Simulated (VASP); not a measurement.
# BN (P6_3mc) in VASP: further runs

One crystal, BN, is run at these levels: PBE; tasks: single point.

All numbers are computed with VASP 6.6.1; they aren't measurements. Logs are shortened: lines on timing, memory, paths and dates and some standing lists are left out, and cuts for length are marked.

## Step 1: Starting point

Symmetry: P6_3mc, No. 186, hexagonal system. The conventional cell has a = 2.544 Å, b = 2.544 Å, c = 4.208 Å, α = 90.00°, β = 90.00°, γ = 120.00°. B (site symmetry 3m) has 4 N at 1.56 to 1.58 Å as nearest neighbours. N (site symmetry 3m) is surrounded by 4 B at 1.56 to 1.58 Å.

Measurements of this composition are mostly on another form, of space group No. 194.

## Step 2: Single point, PBE

Contents of INCAR:

```
SYSTEM = BN
  PREC = Accurate
  ENCUT = 520
  EDIFF = 1E-7
  ISMEAR = 0
  SIGMA = 0.01
  LREAL = .FALSE.
  LASPH = .TRUE.
  NELM = 100
  ALGO = Normal
  ISIF = 2
  LWAVE = .FALSE.
  LCHARG = .FALSE.
  GGA = PE
  NBANDS = 16
```

Contents of KPOINTS:

```
Automatic mesh
0
G
  9 9 4
  0 0 0
```

Contents of POSCAR:

```
BN
1.0
    2.5439493169      0.0000000000      0.0000000000
   -1.2719746584      2.2031247344      0.0000000000
    0.0000000000      0.0000000000      4.2078167860
B N
2 2
Direct
    0.6666666667      0.3333333333      0.0002035744
    0.3333333333      0.6666666667      0.5002035744
    0.6666666667      0.3333333333      0.3747964256
    0.3333333333      0.6666666667      0.8747964256
```

Potentials or basis: VASP PAW PBE potentials, release 64 (B, N).

The run is started by

```
$ cat potpaw_PBE.64/B/POTCAR potpaw_PBE.64/N/POTCAR > POTCAR
$ mpirun -np 1 vasp_std > vasp.out
```

OUTCAR:

```text
SYSTEM = BN
   PREC = Accurate
   ENCUT = 520
   EDIFF = 1E-7
   ISMEAR = 0
   LREAL = .FALSE.
   LASPH = .TRUE.
   NELM = 100
   ISIF = 2
   GGA = PE

 ion  position               nearest neighbor table
   1  0.667  0.333  0.000-   4 1.56   4 1.56   4 1.56   3 1.58
   2  0.333  0.667  0.500-   3 1.56   3 1.56   3 1.56   4 1.58
   3  0.667  0.333  0.375-   2 1.56   2 1.56   2 1.56   1 1.58
   4  0.333  0.667  0.875-   1 1.56   1 1.56   1 1.56   2 1.58

  LATTYP: Found a hexagonal cell.
 ALAT       =     2.5439493169
 C/A-ratio  =     1.6540489852

  Lattice vectors:

 A1 = (   2.5439493169,   0.0000000000,   0.0000000000)
 A2 = (  -1.2719746584,   2.2031247344,   0.0000000000)
 A3 = (   0.0000000000,   0.0000000000,   4.2078167860)

Analysis of symmetry for initial positions (statically):
=====================================================================
 Subroutine PRICEL returns:
 Original cell was already a primitive cell.

 Routine SETGRP: Setting up the symmetry group for a
 hexagonal supercell.

 Subroutine GETGRP returns: Found 12 space group operations
 (whereof  6 operations were pure point group operations)
 out of a pool of 24 trial point group operations.

The static configuration has the point symmetry C_3v.
 The point group associated with its full space group is C_6v.

Analysis of symmetry for dynamics (positions and initial velocities):
=====================================================================
 Subroutine PRICEL returns:
 Original cell was already a primitive cell.

 Routine SETGRP: Setting up the symmetry group for a
 hexagonal supercell.

 Subroutine GETGRP returns: Found 12 space group operations
 (whereof  6 operations were pure point group operations)
 out of a pool of 24 trial point group operations.

The dynamic configuration has the point symmetry C_3v.
 The point group associated with its full space group is C_6v.

 Subroutine INISYM returns: Found 12 space group operations
 (whereof  6 operations are pure point group operations),
 and found     1 'primitive' translations

----------------------------------------------------------------------------------------

                                     Primitive cell

  volume of cell :      23.5833

  direct lattice vectors                    reciprocal lattice vectors
     2.543949317  0.000000000  0.000000000     0.393089592  0.226950382  0.000000000
    -1.271974658  2.203124734  0.000000000     0.000000000  0.453900764  0.000000000
     0.000000000  0.000000000  4.207816786     0.000000000  0.000000000  0.237652933

  length of vectors
     2.543949317  2.543949317  4.207816786     0.453900764  0.453900764  0.237652933

  position of ions in fractional coordinates (direct lattice)
     0.666666667  0.333333333  0.000203574
     0.333333333  0.666666667  0.500203574
     0.666666667  0.333333333  0.374796426
     0.333333333  0.666666667  0.874796426

  ion indices of the primitive-cell ions
   primitive index   ion index
                 1           1
                 2           2
                 3           3
                 4           4

----------------------------------------------------------------------------------------

 KPOINTS: Automatic mesh

Automatic generation of k-mesh.
 Grid dimensions read from file:
 generate k-points for:    9    9    4

 Generating k-lattice:

  Cartesian coordinates                     Fractional coordinates (reciprocal lattice)
     0.043676621  0.025216709  0.000000000     0.111111111  0.000000000  0.000000000
     0.000000000  0.050433418  0.000000000     0.000000000  0.111111111  0.000000000
     0.000000000  0.000000000  0.059413233     0.000000000  0.000000000  0.250000000

  Length of vectors
     0.050433418  0.050433418  0.059413233

  Shift w.r.t. Gamma in fractional coordinates (k-lattice)
     0.000000000  0.000000000  0.000000000

 Subroutine IBZKPT returns following result:
 ===========================================

 Found     36 irreducible k-points:

 Following reciprocal coordinates:
            Coordinates               Weight
  0.000000  0.000000  0.000000      1.000000
  0.111111  0.000000  0.000000      6.000000
  0.222222  0.000000  0.000000      6.000000
  0.333333  0.000000  0.000000      6.000000
  0.444444  0.000000  0.000000      6.000000
  0.111111  0.111111  0.000000      6.000000
[... 16 lines left out ...]
  0.333333  0.222222  0.250000     24.000000
  0.333333  0.333333  0.250000      4.000000
 [... further k-points ...]
   k-points           NKPTS =     36   k-points in BZ     NKDIM =     36   number of bands    NBANDS=     16
   number of dos      NEDOS =    301   number of ions     NIONS =      4
   total plane-waves  NPLWV =  12800
   dimension x,y,z NGX =    20 NGY =   20 NGZ =   32
   dimension x,y,z NGXF=    40 NGYF=   40 NGZF=   64
   ions per type =               2   2
   NGX,Y,Z   is equivalent  to a cutoff of  13.07, 13.07, 12.64 a.u.
   NGXF,Y,Z  is equivalent  to a cutoff of  26.14, 26.14, 25.29 a.u.
 SYSTEM =  BN
   PREC   = accura    normal or accurate (medium, high low for compatibility)
   ISTART =      0    job   : 0-new  1-cont  2-samecut
   ICHARG =      2    charge: 1-file 2-atom 10-const
   ISPIN  =      1    spin polarized calculation?
   LNONCOLLINEAR =      F non collinear calculations
   LSORBIT =      F    spin-orbit coupling
   LASPH  =      T    aspherical Exc in radial PAW
   ENCUT  =  520.0 eV  38.22 Ry    6.18 a.u.   4.73  4.73  7.82*2*pi/ulx,y,z
   NELM   =    100;   NELMIN=  2; NELMDL= -5     # of ELM steps
   EDIFF  = 0.1E-06   stopping-criterion for ELM
   LREAL  =      F    real-space projection
   EDIFFG = 0.1E-05   stopping-criterion for IOM
   NSW    =      0    number of steps for IOM
   IBRION =     -1    ionic relax: 0-MD 1-quasi-New 2-CG
   NFREE  =      0    steps in history (QN), initial steepest desc. (CG)
   ISIF   =      2    stress and relaxation
   ISYM   =      2    0-nonsym 1-usesym 2-fastsym
   POTIM  = 0.5000    time-step for ionic-motion
   TEBEG  =    0.0;   TEEND  =   0.0 temperature during run
   PSTRESS=    0.0 pullay stress
   NELECT =      16.0000    total number of electrons
   NUPDOWN=      -1.0000    fix difference up-down
   EMIN   =  10.00;   EMAX   =-10.00  energy-range for DOS
   EFERMI =   0.00;   METHOD = LEGACY
   ISMEAR =     0;   SIGMA  =   0.01  broadening in eV -4-tet -1-fermi 0-gaus
   EFERMI_NEDOS =   21; number of points for ismear=-14 and -15
   IALGO  =     38    algorithm
   IMIX   =      4    mixing-type and parameters
     AMIX     =   0.40;   BMIX     =  1.00
     AMIX_MAG =   1.60;   BMIX_MAG =  1.00
  volume/ion in A,a.u.               =       5.90        39.79
  Fermi-wavevector in a.u.,A,eV,Ry     =   1.438512  2.718393 28.154749  2.069316
  Thomas-Fermi vector in A             =   2.557470
   LORBIT       =      0    0 simple, 1 ext, 2 COOP (PROOUT), +10 PAW based schemes
   GGA     = PE    functional components
   LHFCALC =     F    Hartree Fock is set to
   AEXX    =    0.0000 exact exchange contribution
   IVDW    =     0    specifies the selected vdW correction
   LEPSILON=     F    determine dielectric tensor
   LRPA    =     F    only Hartree local field effects (RPA)
 non-spin polarized calculation
 Gauss-broadening in eV      SIGMA  =   0.01
  energy-cutoff  :      520.00
  volume of cell :       23.58
 maximum number of plane-waves:       652
 NGX is ok and might be reduce to    20
   NGX =  9   NGY =  9   NGZ = 15

 number of electron      16.0000000 magnetization

 Free energy of the ion-electron system (eV)
  ---------------------------------------------------
  ext. energy  EPLUGINS =         0.00000000
  ---------------------------------------------------
  free energy    TOTEN  =       -34.82759708 eV

  energy without entropy =      -34.82759708  energy(sigma->0) =      -34.82759708

 E-fermi :   7.6399     XC(G=0): -12.8219

 val. band max:        7.5827380185   @ k =   0.0000   0.0000   0.0000
 cond. band min:      12.7723992972   @ k =   0.3333   0.3333   0.0000
 fundamental gap:      5.1896612787
 Fermi energy:         7.6398684833

 k-point     1 :       0.0000    0.0000    0.0000
  band No.  band energies     occupation
      1     -12.8455      2.00000
      2      -8.6822      2.00000
      3      -3.3541      2.00000
      4       5.4547      2.00000
      5       5.4547      2.00000
      6       7.3144      2.00000
[... 8 lines left out ...]
     15      19.5006      0.00000
     16      23.8289      0.00000

 k-point     2 :       0.1111    0.0000    0.0000
  band No.  band energies     occupation
      1     -12.5768      2.00000
      2      -8.4775      2.00000
      3      -3.0881      2.00000
      4       4.2782      2.00000
      5       4.9756      2.00000
      6       6.6037      2.00000
[... 8 lines left out ...]
     15      20.2638      0.00000
     16      23.4139      0.00000

 k-point     3 :       0.2222    0.0000    0.0000
  band No.  band energies     occupation
      1     -11.7870      2.00000
      2      -7.9194      2.00000
      3      -2.3093      2.00000
      4       1.7790      2.00000
      5       4.0038      2.00000
      6       4.4258      2.00000
[... 8 lines left out ...]
     15      22.0710      0.00000
     16      22.7863      0.00000

 k-point     4 :       0.3333    0.0000    0.0000
  band No.  band energies     occupation
      1     -10.5445      2.00000
      2      -7.2758      2.00000
      3      -1.1167      2.00000
      4      -0.6323      2.00000
      5       2.0504      2.00000
      6       3.1350      2.00000
[... 8 lines left out ...]
     15      23.4153      0.00000
     16      24.0192      0.00000

 k-point     5 :       0.4444    0.0000    0.0000
  band No.  band energies     occupation
      1      -9.1129      2.00000
      2      -7.2770      2.00000
      3      -1.8523      2.00000
      4      -0.0263      2.00000
      5       0.4795      2.00000
      6       2.6506      2.00000
[... 8 lines left out ...]
     15      23.9364      0.00000
     16      25.2609      0.00000

 k-point     6 :       0.1111    0.1111    0.0000
  band No.  band energies     occupation
      1     -12.0471      2.00000
      2      -8.0935      2.00000
      3      -2.5647      2.00000
      4       2.7699      2.00000
      5       3.7401      2.00000
      6       5.4306      2.00000
[... 8 lines left out ...]
     15      21.8959      0.00000
     16      22.9654      0.00000
[... 267 lines left out ...]
 k-point    21 :       0.4444    0.1111    0.2500
  band No.  band energies     occupation
      1      -8.3744      2.00000
      2      -7.4766      2.00000
      3      -2.3436      2.00000
      4      -1.1142      2.00000
      5       1.6485      2.00000
      6       2.6448      2.00000
[... 8 lines left out ...]
     15      23.8239      0.00000
     16      24.9718      0.00000

 k-point    22 :       0.2222    0.2222    0.2500
  band No.  band energies     occupation
      1      -9.5347      2.00000
      2      -7.5759      2.00000
      3      -0.9664      2.00000
      4       0.1524      2.00000
      5       1.6046      2.00000
      6       1.7778      2.00000
[... 8 lines left out ...]
     15      22.7994      0.00000
     16      23.6401      0.00000

 k-point    23 :       0.3333    0.2222    0.2500
  band No.  band energies     occupation
      1      -8.2836      2.00000
      2      -7.2478      2.00000
      3      -1.6691      2.00000
      4      -0.6975      2.00000
      5       0.4057      2.00000
      6       2.2308      2.00000
[... 8 lines left out ...]
     15      23.3462      0.00000
     16      24.2440      0.00000

 k-point    24 :       0.3333    0.3333    0.2500
  band No.  band energies     occupation
      1      -7.4583      2.00000
      2      -7.4583      2.00000
      3      -1.2760      2.00000
      4      -0.6533      2.00000
      5      -0.6533      2.00000
      6       1.3086      2.00000
[... 8 lines left out ...]
     15      23.9968      0.00000
     16      23.9968      0.00000

 [... further k-points ...]

------------------------ aborting loop because EDIFF is reached ----------------------------------------

  FORCE on cell =-STRESS in cart. coord.  units (eV):
  Direction    XX          YY          ZZ          XY          YZ          ZX
  --------------------------------------------------------------------------------------
  -------------------------------------------------------------------------------------
  Total        0.7350052      0.7350052      0.7097136      0.0000000      0.0000000      0.0000000
  in kB       49.9340302     49.9340302     48.2157990      0.0000000      0.0000000      0.0000000
  external PRESSURE =      49.3612864 kB  Pullay stress =       0.0000000 kB

 VOLUME and BASIS-vectors are now :
 -----------------------------------------------------------------------------
  energy-cutoff  :      520.00
  volume of cell :       23.58
      direct lattice vectors                 reciprocal lattice vectors
     2.543949317  0.000000000  0.000000000     0.393089592  0.226950382  0.000000000
    -1.271974658  2.203124734  0.000000000     0.000000000  0.453900764  0.000000000
     0.000000000  0.000000000  4.207816786     0.000000000  0.000000000  0.237652933

 POSITION                                       TOTAL-FORCE (eV/Angst)
 -----------------------------------------------------------------------------------
      1.27197      0.73437      0.00086        -0.000000      0.000000      0.008195
     -0.00000      1.46875      2.10476        -0.000000      0.000000      0.008195
      1.27197      0.73437      1.57707         0.000000      0.000000     -0.008195
     -0.00000      1.46875      3.68098        -0.000000      0.000000     -0.008195
 -----------------------------------------------------------------------------------
    total drift:                               -0.000000     -0.000000     -0.000183

  FREE ENERGIE OF THE ION-ELECTRON SYSTEM (eV)
  ---------------------------------------------------
  free  energy   TOTEN  =       -34.8275970827 eV

  energy  without entropy=      -34.8275970827  energy(sigma->0) =      -34.82759708
```

It took 8.8 s on 1 thread of Intel Xeon Platinum 8559C (Emerald Rapids), shared host; peak memory 0.13 GiB.

Results:

| Property | Result |
| --- | --- |
| Free energy | -34.8276 eV |
| Pressure | 4.9 GPa |
| Largest force | 0.008 eV/Å |
| Band gap on the k mesh | 5.19 eV, indirect (least direct gap 8.29 eV) |

Forces in eV/Å, atoms in the order of the input:
```
B    0.000  0.000  0.008
B    0.000  0.000  0.008
N    0.000  0.000 -0.008
N    0.000  0.000 -0.008
```

Stress tensor (GPa, compression positive):
```
4.99 0.00 0.00
0.00 4.99 0.00
0.00 0.00 4.82
```

Levels at points of the mesh, in eV from the valence-band top:
```
           k point  band 5  band 6  band 7  band 8  band 9  band 10  band 11  band 12
(0.00, 0.00, 0.00)   -2.13   -0.27    0.00    0.00    8.38     8.38     8.62     9.56
(0.00, 0.00, 0.50)   -1.18   -1.18   -1.18   -1.18    9.52     9.52     9.94     9.94
```

Caveat: an odd mesh through Γ misses points on the zone boundary, where band edges often lie; the cell's inner coordinates are idealised or old, which leaves forces on the atoms.

## Step 3: Single point, PBE

Contents of INCAR:

```
SYSTEM = BN
PREC = Accurate ; ENCUT = 520
EDIFF = 1E-6 ; ISMEAR = 0
SIGMA = 0.01 ; LREAL = .FALSE.
LASPH = .TRUE. ; NELM = 100
ALGO = Normal ; ISIF = 2
LWAVE = .FALSE. ; LCHARG = .TRUE.
GGA = PE ; LELF = .TRUE.
LVHAR = .TRUE. ; NBANDS = 16
```

Contents of KPOINTS:

```
regular mesh
0
G
  9 9 4
  0 0 0
```

POSCAR is that of step 2.

Potentials or basis: VASP PAW PBE potentials, release 64 (B, N).

The run is started by

```
$ cat potpaw_PBE.64/B/POTCAR potpaw_PBE.64/N/POTCAR > POTCAR
$ mpirun -np 1 vasp_std > vasp.out
```

Run time: 8 s. Hardware: 1 thread of Intel Xeon Platinum 8559C (Emerald Rapids), shared host; peak memory 0.13 GiB.

Results (log left out):

| Item | Value |
| --- | --- |
| Free energy | -34.8276 eV |
| Pressure | 4.9 GPa |
| Largest force | 0.008 eV/Å |
| Band gap on the k mesh | 5.19 eV, indirect (least direct gap 8.29 eV) |

Forces in eV/Å, atoms in the order of the input:
```
B    0.000  0.000  0.008
B    0.000  0.000  0.008
N    0.000  0.000 -0.008
N    0.000  0.000 -0.008
```

Stress tensor (GPa, compression positive):
```
5.00 0.00 0.00
0.00 5.00 0.00
0.00 0.00 4.82
```

Levels at points of the mesh, in eV from the valence-band top:
| k point | band 6 | band 7 | band 8 | band 9 | band 10 | band 11 |
| --- | --- | --- | --- | --- | --- | --- |
| (0.00, 0.00, 0.00) | -0.27 | 0.00 | 0.00 | 8.38 | 8.38 | 8.62 |
| (0.00, 0.00, 0.50) | -1.18 | -1.18 | -1.18 | 9.52 | 9.52 | 9.94 |

Caveat: an odd mesh through Γ misses points on the zone boundary, where band edges often lie; the cell's inner coordinates are idealised or old, which leaves forces on the atoms.
